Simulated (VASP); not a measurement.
# CdO (Monteponite) (Fm-3m) in VASP: settings compared, part 2 of 2

VASP 6.6.1. Earlier steps stand in the parts before.

**3. Single point, B3LYP**

POSCAR reads:

```
CdO
1.0
    0.0000000000      2.3476500000      2.3476500000
    2.3476500000      0.0000000000      2.3476500000
    2.3476500000      2.3476500000      0.0000000000
Cd O
1 1
Direct
    0.0000000000      0.0000000000      0.0000000000
    0.5000000000      0.5000000000      0.5000000000
```

INCAR.step1 reads:

```
ALGO = Normal
EDIFF = 1E-5
ENCUT = 520
GGA = PE
ISIF = 2
ISMEAR = 0
LASPH = T
LREAL = F
LWAVE = T
NBANDS = 16
NELM = 80
PREC = Accurate
SIGMA = 0.02
```

INCAR.step2 reads:

```
AEXX = 0.2
AGGAC = 0.81
AGGAX = 0.72
ALDAC = 0.19
ALGO = Normal
EDIFF = 1E-6
ENCUT = 520
GGA = B3
HFRCUT = -1
ISIF = 2
ISMEAR = 0
ISTART = 1
LASPH = T
LCHARG = T
LELF = T
LHFCALC = T
LREAL = F
LVHAR = T
LWAVE = F
NBANDS = 16
NELM = 80
PREC = Accurate
PRECFOCK = Normal
SIGMA = 0.02
```

KPOINTS reads:

```
k-points
0
Gamma
  4 4 4
```

Potentials or basis: VASP PAW PBE potentials, release 64 (Cd, O).

On the command line:

```sh
$ cat potpaw_PBE.64/Cd/POTCAR potpaw_PBE.64/O/POTCAR > POTCAR
$ cp INCAR.step1 INCAR
$ mpirun -np 1 vasp_std > vasp.out
$ cp INCAR.step2 INCAR
$ mpirun -np 1 vasp_std > vasp.out
```

OUTCAR:

```text
AEXX = 0.2
   EDIFF = 1E-6
   ENCUT = 520
   GGA = B3
   ISIF = 2
   ISMEAR = 0
   ISTART = 1
   LASPH = T
   LHFCALC = T
   LREAL = F
   NELM = 80
   PREC = Accurate
   PRECFOCK = Normal

 ion  position               nearest neighbor table
   1  0.000  0.000  0.000-   2 2.35   2 2.35   2 2.35   2 2.35   2 2.35   2 2.35
   2  0.500  0.500  0.500-   1 2.35   1 2.35   1 2.35   1 2.35   1 2.35   1 2.35

  LATTYP: Found a face centered cubic cell.
 ALAT       =     4.6953000000
[... 332 lines left out ...]

------------------------ aborting loop because EDIFF is reached ----------------------------------------

  FORCE on cell =-STRESS in cart. coord.  units (eV):
  Direction    XX          YY          ZZ          XY          YZ          ZX
  --------------------------------------------------------------------------------------
  -------------------------------------------------------------------------------------
  Total        1.3066808      1.3066808      1.3066808     -0.0000000     -0.0000000      0.0000000
  in kB       80.9002830     80.9002830     80.9002830     -0.0000000     -0.0000000      0.0000000
  external PRESSURE =      80.9002830 kB  Pullay stress =       0.0000000 kB

 VOLUME and BASIS-vectors are now :
 -----------------------------------------------------------------------------
  energy-cutoff  :      520.00
  volume of cell :       25.88
      direct lattice vectors                 reciprocal lattice vectors
     0.000000000  2.347650000  2.347650000    -0.212978936  0.212978936  0.212978936
     2.347650000  0.000000000  2.347650000     0.212978936 -0.212978936  0.212978936
     2.347650000  2.347650000  0.000000000     0.212978936  0.212978936 -0.212978936

 POSITION                                       TOTAL-FORCE (eV/Angst)
 -----------------------------------------------------------------------------------
      0.00000      0.00000      0.00000         0.000000      0.000000      0.000000
      2.34765      2.34765      2.34765        -0.000000     -0.000000     -0.000000
 -----------------------------------------------------------------------------------
    total drift:                               -0.000000     -0.000000      0.000000

  FREE ENERGIE OF THE ION-ELECTRON SYSTEM (eV)
  ---------------------------------------------------
  free  energy   TOTEN  =        -9.3195832825 eV

  energy  without entropy=       -9.3195832825  energy(sigma->0) =       -9.31958328
```

OUTCAR.step1:

```text
EDIFF = 1E-5
   ENCUT = 520
   GGA = PE
   ISIF = 2
   ISMEAR = 0
[... 356 lines left out ...]
 -----------------------------------------------------------------------------------
      0.00000      0.00000      0.00000         0.000000     -0.000000      0.000000
      2.34765      2.34765      2.34765        -0.000000      0.000000     -0.000000
 -----------------------------------------------------------------------------------
    total drift:                                0.000000      0.000000      0.000000

  FREE ENERGIE OF THE ION-ELECTRON SYSTEM (eV)
  ---------------------------------------------------
  free  energy   TOTEN  =        -7.6703231295 eV

  energy  without entropy=       -7.6695953274  energy(sigma->0) =       -7.66995923
```

Wall time 2.7 min (1 thread of AMD EPYC 9R45 (Zen 5), shared host); peak memory 0.13 GiB.

What came out:

```yaml
Free_energy: -9.3196 eV
Pressure: 8.1 GPa
Band_gap_on_the_k_mesh: 1.37 eV, indirect (least direct gap 2.71 eV)
```

Levels at points of the mesh, in eV from the valence-band top:
| k point | band 6 | band 7 | band 8 | band 9 | band 10 | band 11 | band 12 | band 13 |
| --- | --- | --- | --- | --- | --- | --- | --- | --- |
| (0.00, 0.00, 0.00) | -7.17 | -1.34 | -1.34 | -1.34 | 1.37 | 17.39 | 19.31 | 19.31 |
| (0.50, 0.00, 0.00) | -6.89 | -4.08 | 0.00 | 0.00 | 6.46 | 9.58 | 14.08 | 14.08 |
| (0.50, 0.50, 0.00) | -6.42 | -4.48 | -2.40 | -2.40 | 5.82 | 10.89 | 13.43 | 15.75 |

Caveat: the k mesh is coarse (spacing up to 0.58 Å⁻¹), so the values aren't converged, least of all with exact exchange; the PAW data sets were made with another functional, which shifts forces and pressure a little. A k mesh can miss the band edges.

**4. Single point, PBEsol**

INCAR reads:

```
PREC = Accurate ; ENCUT = 520
EDIFF = 1E-7 ; ISMEAR = 0
SIGMA = 0.02 ; LREAL = F
LASPH = T ; NELM = 100
ALGO = Normal ; ISIF = 2
LWAVE = F ; LCHARG = F
GGA = PS
```

KPOINTS reads:

```
regular mesh
0
Gamma
  8 8 8
```

POSCAR is that of step 3.

On the command line:

```sh
$ cat potpaw_PBE.64/Cd/POTCAR potpaw_PBE.64/O/POTCAR > POTCAR
$ mpirun -np 1 vasp_std > vasp.out
```

Run time: 9.5 s. Hardware: 1 thread of AMD EPYC 9R14 (Zen 4), shared host; peak memory 0.13 GiB.

The run converged. Its results:

| Quantity | Value |
| --- | --- |
| Free energy | -8.5040 eV |
| Pressure | 1.1 GPa |
| Band gap on the k mesh | none (metal or under the smearing width) |

Levels at points of the mesh, in eV from the Fermi level:
```
           k point  band 5  band 6  band 7  band 8  band 9  band 10  band 11  band 12  band 13
(0.00, 0.00, 0.00)   -6.38   -6.38   -1.39   -1.39   -1.39    -0.54    14.75    16.88    16.88
(0.50, 0.00, 0.00)   -6.11   -6.11   -3.86   -0.02   -0.02     4.27     7.24    11.80    11.80
(0.50, 0.50, 0.00)   -5.97   -5.65   -4.45   -2.38   -2.38     3.76     8.43    11.05    13.23
```

Caveat: the PAW data sets were made with another functional, which shifts forces and pressure a little; this crystal is a semiconductor, whose small gap the functional closes, so the metal is an error of the method.

**5. The runs side by side**

```csv
level,k mesh,grid for exact exchange (PRECFOCK),exchange at q = 0,mesh quality,gap on the mesh (eV),pressure (GPa)
PBE0,8 × 8 × 8,Fast,default,not flagged,1.56,2.5
B3LYP,4 × 4 × 4,Normal,truncated,coarse,1.37,8.1
PBEsol,8 × 8 × 8,-,-,not flagged,none,1.1
```

Alike in all rows: task single point; potentials or basis VASP PAW PBE potentials, release 64 (Cd, O); no spin polarisation; cell as given; cutoff (eV) 520; smearing gaussian 0.02 eV.

Caveats: some runs use coarse meshes; the PAW data sets were made with another functional, which shifts forces and pressure a little; this crystal is a semiconductor, whose small gap the functional closes, so the metal is an error of the method (some runs).

Absolute energies hang on the potentials; compare differences alone.
